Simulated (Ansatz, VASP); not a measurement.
HfN in VASP and in Ansatz

```
Hf N
1.0
     0.00000    2.57756    2.57756
     2.57756    0.00000    2.57756
     2.57756    2.57756    0.00000
Hf N
1 1
Direct
  0.00000 0.00000 0.00000
  0.75000 0.75000 0.75000
```

Change from the starting cell: strain +0.050 along x and y, +0.050 along z, atoms carried along.

Alike in both runs: task single point; functional r2SCAN; k mesh 16 × 16 × 16; occupations gaussian, width 0.15 eV; no spin polarisation.

|  | VASP | Ansatz |
| --- | --- | --- |
| version | VASP 6.6.1 | Ansatz 0.2.0 |
| potentials or method | VASP PAW PBE potentials, release 64 (Hf_pv, N) | scalar-relativistic, plane waves, PAW |
| plane-wave cutoff (eV) | 520 | 500 |
| valence electrons in the cell | 15 | 31 |

Ansatz gave:

- gap on the k mesh at the Fermi level (eV): none
- pressure (GPa): -23.3

What did VASP give for the same quantities?

gap on the k mesh at the Fermi level (eV): none; pressure (GPa): -24.6.

A gap of «none» marks a metal or a gap that the smearing closes. The two sets of potentials don't hold the same shells in valence.

Caveats: so large a pressure means that the cell lies far from this level's equilibrium, or that cutoff or potentials fall short (VASP); the potentials were made for another functional, which shifts forces and pressure (VASP). Spin-orbit coupling is left out, which matters for the levels of Hf.
